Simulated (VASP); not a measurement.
# Sm (I4/mmm) in VASP: further runs, part 2 of 2

VASP 6.6.1. The steps go on from the part before.

**4. Single point, PBE, collinear spin, ferromagnetic start**

File INCAR:

```
SYSTEM = Sm
PREC = Accurate
ENCUT = 280
EDIFF = 1E-6
ISMEAR = 1
SIGMA = 0.2
LREAL = .False.
LASPH = .True.
NELM = 100
ALGO = Normal
ISIF = 2
LWAVE = .False.
LCHARG = .False.
ISPIN = 2
MAGMOM = 5
LORBIT = 11
LMAXMIX = 6
GGA = PE
ADDGRID = .False.
```

File KPOINTS:

```
regular mesh
0
Gamma
  5 5 5
  0 0 0
```

File POSCAR:

```
Sm
1.0
   -1.8424340000      1.8281900000      2.5309280000
    1.8521830000     -1.8921630000      2.5832430000
    1.7732950000      1.8230240000     -2.5763240000
Sm
1
Direct
    0.0008670000     -0.0165060000      0.0081580000
```

Potentials or basis: VASP PAW PBE potentials, release 64 (Sm).

On the command line:

```console
$ cat potpaw_PBE.64/Sm/POTCAR > POTCAR
$ mpirun -np 1 vasp_std > vasp.out
```

OUTCAR:

```text
SYSTEM = Sm
   PREC = Accurate
   ENCUT = 280
   EDIFF = 1E-6
   ISMEAR = 1
   LREAL = .False.
   LASPH = .True.
   NELM = 100
   ISIF = 2
   ISPIN = 2
   LORBIT = 11
   GGA = PE

 Found     63 irreducible k-points:

 Following reciprocal coordinates:
            Coordinates               Weight
  0.000000  0.000000  0.000000      1.000000
  0.200000  0.000000  0.000000      2.000000
  0.400000 -0.000000  0.000000      2.000000
  0.000000  0.200000 -0.000000      2.000000
  0.200000  0.200000 -0.000000      2.000000
  0.400000  0.200000  0.000000      2.000000
   k-points           NKPTS =     63   k-points in BZ     NKDIM =     63   number of bands    NBANDS=     15
   number of dos      NEDOS =    301   number of ions     NIONS =      1
   total plane-waves  NPLWV =   8000
   dimension x,y,z NGX =    20 NGY =   20 NGZ =   20
   dimension x,y,z NGXF=    40 NGYF=   40 NGZF=   40
   ions per type =               1
   NGX,Y,Z   is equivalent  to a cutoff of   9.17,  8.99,  9.18 a.u.
   NGXF,Y,Z  is equivalent  to a cutoff of  18.34, 17.98, 18.37 a.u.
 SYSTEM =  Sm
   PREC   = accura    normal or accurate (medium, high low for compatibility)
   ISTART =      0    job   : 0-new  1-cont  2-samecut
   ICHARG =      2    charge: 1-file 2-atom 10-const
   ISPIN  =      2    spin polarized calculation?
   LNONCOLLINEAR =      F non collinear calculations
   LSORBIT =      F    spin-orbit coupling
   LASPH  =      T    aspherical Exc in radial PAW
[... 273 lines left out ...]
     10       6.8094     -0.00000
     11       6.8818     -0.00000
     12       6.9898     -0.00000
     13       7.1013     -0.00000
     14       7.1251     -0.00000
     15       7.6618      0.00000

 [... further k-points ...]

------------------------ aborting loop because EDIFF is reached ----------------------------------------

  FORCE on cell =-STRESS in cart. coord.  units (eV):
  Direction    XX          YY          ZZ          XY          YZ          ZX
  --------------------------------------------------------------------------------------
  -------------------------------------------------------------------------------------
  Total       -0.0648254     -0.1325524     -0.0841652      0.0523173      0.1185716     -0.0161856
  in kB       -3.0699676     -6.2773459     -3.9858496      2.4776138      5.6152478     -0.7665111
  external PRESSURE =      -4.4443877 kB  Pullay stress =       0.0000000 kB

 VOLUME and BASIS-vectors are now :
 -----------------------------------------------------------------------------
  energy-cutoff  :      280.00
  volume of cell :       33.83
      direct lattice vectors                 reciprocal lattice vectors
    -1.842434000  1.828190000  2.530928000     0.004892204  0.276448139  0.198983867
     1.852183000 -1.892163000  2.583243000     0.275599134  0.007644485  0.195105370
     1.773295000  1.823024000 -2.576324000     0.281145287  0.279242012  0.002957090

 POSITION                                       TOTAL-FORCE (eV/Angst)
 -----------------------------------------------------------------------------------
      1.83448     -1.84447      2.52178        -0.000000      0.000000     -0.000000
 -----------------------------------------------------------------------------------
    total drift:                               -0.000041     -0.000008     -0.000020

  FREE ENERGIE OF THE ION-ELECTRON SYSTEM (eV)
  ---------------------------------------------------
  free  energy   TOTEN  =        -9.2072831829 eV

  energy  without entropy=       -9.1885357689  energy(sigma->0) =       -9.20103404

 total charge

# of ion       s       p       d       f       tot
--------------------------------------------------
    1        2.079   5.611   0.472   5.503  13.666

 magnetization (x)

# of ion       s       p       d       f       tot
--------------------------------------------------
    1        0.000  -0.037   0.311   5.499   5.773
```

OSZICAR:

```text
N       E                     dE             d eps       ncg     rms          rms(c)
DAV:   1     0.785150521235E+02    0.78515E+02   -0.44856E+03  4044   0.123E+03
DAV:   2     0.954022840730E+00   -0.77561E+02   -0.73404E+02  4525   0.171E+02
DAV:   3    -0.634954953522E+01   -0.73036E+01   -0.71596E+01  4537   0.608E+01
[... 20 lines left out ...]
DAV:  24    -0.920727917671E+01   -0.20246E-05   -0.62155E-05  5518   0.769E-02    0.777E-02
DAV:  25    -0.920728106133E+01   -0.18846E-05   -0.26224E-05  5614   0.621E-02    0.591E-02
DAV:  26    -0.920727913115E+01    0.19302E-05   -0.22792E-05  4418   0.529E-02    0.450E-02
DAV:  27    -0.920728235662E+01   -0.32255E-05   -0.27385E-05  5131   0.585E-02    0.572E-02
DAV:  28    -0.920728318288E+01   -0.82626E-06   -0.46030E-06  3836   0.271E-02
   1 F= -.92072832E+01 E0= -.92010340E+01  d E =-.187474E-01  mag=     6.7429
```

stdout:

```text
POSCAR found type information on POSCAR Sm
 POSCAR found :  1 types and       1 ions
 scaLAPACK will be used
 LDA part: xc-table for (Slater+PW92), standard interpolation
 POSCAR, INCAR and KPOINTS ok, starting setup
 FFT: planning ... GRIDC
 FFT: planning ... GRID_SOFT
 FFT: planning ... GRID
 WAVECAR not read
 entering main loop
```

Run time: 47 s. Hardware: 1 thread of Intel Xeon Platinum 8488C (Sapphire Rapids), shared host; peak memory 0.15 GiB.

The run converged, but a check on its numbers failed (symmetry, net force, bounds or a known fault of this set-up), so they aren't taken as properties of the crystal.

Caveat: the k mesh is coarse (spacing up to 0.50 Å⁻¹), so the values aren't converged; the cutoff lies under the usual one of these potentials, so the numbers hold a large basis-set error; the magnetic or orbital state may not be the lowest; spin-orbit coupling is left out, which moves the levels of the heavy elements.

**5. Single point, PBE, collinear spin, ferromagnetic start**

INCAR: that of step 4 with these lines changed.

```diff
@@ -2,3 +2,3 @@
 PREC = Accurate
-ENCUT = 280
+ENCUT = 460
 EDIFF = 1E-6
```

File KPOINTS:

```
regular mesh
0
Gamma
  4 4 4
  0 0 0
```

File POSCAR:

```
Sm
1.0
   -1.8173030691      1.8173030691      2.5609871902
    1.8173030691     -1.8173030691      2.5609871902
    1.8173030691      1.8173030691     -2.5609871902
Sm
1
Direct
    0.0000000000      0.0000000000      0.0000000000
```

On the command line:

```console
$ cat potpaw_PBE.64/Sm/POTCAR > POTCAR
$ mpirun -np 1 vasp_std > vasp.out
```

Wall time 24 s (1 thread of Intel Xeon Platinum 8488C (Sapphire Rapids), shared host); peak memory 0.18 GiB.

The run converged, but some of its settings lie outside the range that counts as converged, so its numbers aren't taken as properties of the crystal.

Results:

* Free energy: -9.2421 eV
* Pressure: 1.8 GPa
* Band gap on the k mesh: none (metal or under the smearing width)
* Net moment: 6.85 μB per cell
* Site moments: Sm +5.79 μB
* Valence electrons inside the program's atomic spheres: Sm 13.69

Caveat: the k mesh is coarse (spacing up to 0.61 Å⁻¹), so the values aren't converged; the magnetic or orbital state may not be the lowest; spin-orbit coupling is left out, which moves the levels of the heavy elements.

**6. Single point, PBE, collinear spin, ferromagnetic start**

INCAR is that of step 5.

KPOINTS is that of step 5.

File POSCAR:

```
Sm
1.0
   -1.8424340000      1.8281900000      2.5309280000
    1.8521830000     -1.8921630000      2.5832430000
    1.7732950000      1.8230240000     -2.5763240000
Sm
1
Direct
    0.0008670000     -0.0165060000      0.0081580000
```

Potentials or basis: VASP PAW PBE potentials, release 64 (Sm).

On the command line:

```console
$ cat potpaw_PBE.64/Sm/POTCAR > POTCAR
$ mpirun -np 1 vasp_std > vasp.out
```

Run time: 65 s. Hardware: 1 thread of Intel Xeon Platinum 8488C (Sapphire Rapids), shared host; peak memory 0.19 GiB.

These settings aren't checked as converged: the numbers below hold their error.

What came out:

- Free energy: -9.2392 eV
- Pressure: 2.0 GPa
- Band gap on the k mesh: none (metal or under the smearing width)
- Net moment: 6.83 μB per cell
- Site moments: Sm +5.78 μB
- Valence electrons inside the program's atomic spheres: Sm 13.69

Caveat: the k mesh is coarse (spacing up to 0.62 Å⁻¹), so the values aren't converged; the magnetic or orbital state may not be the lowest; spin-orbit coupling is left out, which moves the levels of the heavy elements.
